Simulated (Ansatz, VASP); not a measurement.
## Two plane-wave programs on BN

```
B N
1.0
     0.00000    1.77632    1.77632
     1.77632    0.00000    1.77632
     1.77632    1.77632    0.00000
B N
1 1
Direct
  0.00000 0.00000 0.00000
  0.75000 0.75000 0.75000
```

Alike in both runs: functional PBE; k mesh 12 × 12 × 12; no spin polarisation.

Ansatz relaxed the structure, and its values are those at the end. VASP's run is a single point on that final structure, the one shown.

```csv
,VASP,Ansatz
version,VASP 6.6.1,Ansatz 0.2.0
potentials or method,"VASP PAW PBE potentials, release 64 (B, N)","scalar-relativistic, plane waves, PAW"
plane-wave cutoff (eV),520,420
occupations,"gaussian, width 0.01 eV",fixed
valence electrons in the cell,8,8
```

|  | VASP | Ansatz | Ansatz less VASP |
| --- | --- | --- | --- |
| gap on the k mesh at the Fermi level (eV) | 4.51 | 4.52 | +0.012 |
| least direct gap on the mesh (eV) | 9.07 | 9.08 | +0.011 |
| pressure (GPa) | 25.4 | 25.0 | -0.45 |

Caveats: so large a pressure means that the cell lies far from this level's equilibrium, or that cutoff or potentials fall short (VASP). PBE gaps usually lie below the measured ones, often by a third to a half. A k mesh can miss the band edges.
